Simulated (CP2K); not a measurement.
## Pb under changes of volume

One of the cells (30.323 Å³/atom); the others are scaled copies at fixed shape and fractional positions:

```
CELL_PARAMETERS angstrom
3.50021 0.00000 0.00000
1.75010 3.03127 0.00000
1.75010 1.01042 2.85791
ATOMIC_POSITIONS crystal
Pb 0.00000 0.00000 0.00000
```

- Program: CP2K 2026.2
- Functional: PBEsol
- Potentials or basis: POTENTIAL_UZH Pb GTH-PBE-q4; TZVP-MOLOPT-PBE-GTH basis
- Density cutoff: 6123 eV
- k mesh: 9 × 9 × 9
- Occupations: fermi-dirac, width 0.05 eV
- Spin: no spin polarisation

```tsv
volume (Å³/atom)	energy over the lowest point (meV/atom)	pressure (GPa)
28.503	?	?
29.110	39.45	5.0
29.716	22.84	3.7
30.323	11.00	2.5
30.929	3.52	1.4
31.535	0.00	0.4
32.142	0.06	-0.5
```

Question: What does the run at 28.503 Å³/atom give?

Answer: Energy over the lowest point 61.27 meV/atom; pressure 6.5 GPa.

Worked out: A Birch-Murnaghan fit of order 3 (a polynomial in V^(-2/3)) to the other rows has its minimum at 31.82 Å³/atom with B0 = V·E''(V) = 48 GPa and B' = 4.0. It gives 61.37 meV/atom at 28.503 Å³/atom, against the run's 61.27, and -dE/dV = 6.5 GPa, against 6.5.

Energies are extrapolated to zero smearing.

Caveats: the potentials were made for another functional, which shifts forces and pressure; the basis of atomic orbitals isn't converged, which shifts pressures, moduli and gaps.
